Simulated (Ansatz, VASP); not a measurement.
# One calculation of Se, two programs

The input INCAR:

```
SYSTEM = Se
PREC = Accurate ; ENCUT = 520
EDIFF = 1E-6 ; ISMEAR = 0
SIGMA = 0.1 ; LREAL = .FALSE.
LASPH = .TRUE. ; NELM = 60
ALGO = Normal ; ISIF = 2
LWAVE = .FALSE. ; LCHARG = .TRUE.
GGA = PE ; LELF = .TRUE.
LVHAR = .TRUE. ; NBANDS = 13
```

File KPOINTS:

```
Automatic mesh
0
G
  6 6 4
  0 0 0
```

POSCAR

```
Se
1.0
    1.3942694300     -4.0390027650      0.0000000000
    1.3942694300      4.0390027650      0.0000000000
    0.0000000000      0.0000000000      4.6134314000
Se
2
Direct
    0.9356553200      0.0643446800      0.2500000000
    0.0643446800      0.9356553200      0.7500000000
```

Input for Ansatz:

```yaml
crystal:
  lattice:
    - [1.39426943, -4.039002765, 0.0]
    - [1.39426943, 4.039002765, 0.0]
    - [0.0, 0.0, 4.6134314]
  atoms:
    - { symbol: Se, position: [0.93565532, 0.06434468, 0.25] }
    - { symbol: Se, position: [0.06434468, 0.93565532, 0.75] }
basis:
  ecutwfc: 420
kpoints:
  mp_grid: { grid: [6, 6, 4] }
hamiltonian:
  xc: pbe
scf:
  occupations: { method: gaussian, width: 0.1 }
output:
  forces: true
  stress: true
  eigenvalues: true
```

This isn't the form of Se at room conditions, which is trigonal, of chains.

Alike in both runs: task single point; functional PBE; k mesh 6 × 6 × 4; occupations gaussian, width 0.1 eV; no spin polarisation.

```csv
,VASP,Ansatz
version,VASP 6.6.1,Ansatz 0.2.0
potentials or method,"VASP PAW PBE potentials, release 64 (Se)","scalar-relativistic, plane waves, PAW"
plane-wave cutoff (eV),520,420
valence electrons in the cell,12,32
```

```tsv
	VASP	Ansatz	Ansatz less VASP
gap on the k mesh at the Fermi level (eV)	none	none	-
pressure (GPa)	1.6	1.6	-0.05
largest component of the traceless stress (GPa)	4.09	4.12	+0.032
rms of the force components (eV/Å)	0.177	0.179	+0.0019
```

Atom by atom the forces differ by 0.002 eV/Å (rms over components). A gap of «none» marks a metal or a gap that the smearing closes. The two sets of potentials don't hold the same shells in valence.

Caveats: the k mesh is coarse (spacing up to 0.40 Å⁻¹), so the values aren't converged.
